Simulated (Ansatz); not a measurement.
**BN: generalised stacking fault**

These are results of Ansatz, DFT PBEsol, scalar-relativistic, plane waves, PAW, not measurements. The runs took a 420 eV cutoff, a Γ-centred 10×10×2 mesh and Gaussian smearing (0.05 eV). No spin polarisation. Energies are free energies at this smearing, counted from the undisturbed cell; pressure is positive in compression.

The starting cell (relaxed at this level; this wurtzite form isn't the usual structure):

```
B N
1.0
    -2.54101    0.00000    0.00000
    -1.27051   -2.20058    0.00000
     0.00000    0.00000   12.60989
B N
6 6
Direct
  0.66667 0.66667 0.22904
  0.66667 0.66667 0.56238
  0.66667 0.66667 0.89571
  0.33333 0.33333 0.06238
  0.33333 0.33333 0.39571
  0.33333 0.33333 0.72904
  0.66667 0.66667 0.10422
  0.66667 0.66667 0.43756
  0.66667 0.66667 0.77089
  0.33333 0.33333 0.93756
  0.33333 0.33333 0.27089
  0.33333 0.33333 0.60422
```

The cut lies on the cell's a–b face, a (0 0 1) plane (indices in the standard cell, whose axes needn't be the Cartesian ones shown) of area 5.59 Å², between layers 1.57 Å apart. Vector c is tilted by f times 1·a + 1·b (length 4.401 Å) with the atoms' Cartesian places fixed: one unrelaxed fault a cell.

| f | γ (mJ/m²) |
| --- | --- |
| 0.0000 | 0 |
| 0.0833 | 1047 |
| 0.1667 | 3718 |
| 0.2500 | 6416 |
| 0.3333 | 7300 |
| 0.4167 | 7135 |
| 0.5000 | 7797 |
| 0.5833 | 9675 |
| 0.6667 | 11060 |
| 0.7500 | 8895 |
| 0.8333 | 4509 |
| 0.9167 | 1145 |

(1) Predict the shear traction, the slope of γ along the slip (GPa) at each point.

## Answers

(1)
| f | shear traction, the slope of γ along the slip (GPa) |
| --- | --- |
| 0.0000 | 0.0 |
| 0.0833 | 54.9 |
| 0.1667 | 83.3 |
| 0.2500 | 53.3 |
| 0.3333 | 0.0 |
| 0.4167 | 0.7 |
| 0.5000 | 37.2 |
| 0.5833 | 57.7 |
| 0.6667 | 0.0 |
| 0.7500 | -108.4 |
| 0.8333 | -115.3 |
| 0.9167 | -63.0 |

Cost: 12 runs of about 1.2 core-minutes in all, on Intel Xeon 6975P-C (Granite Rapids) (shared hosts).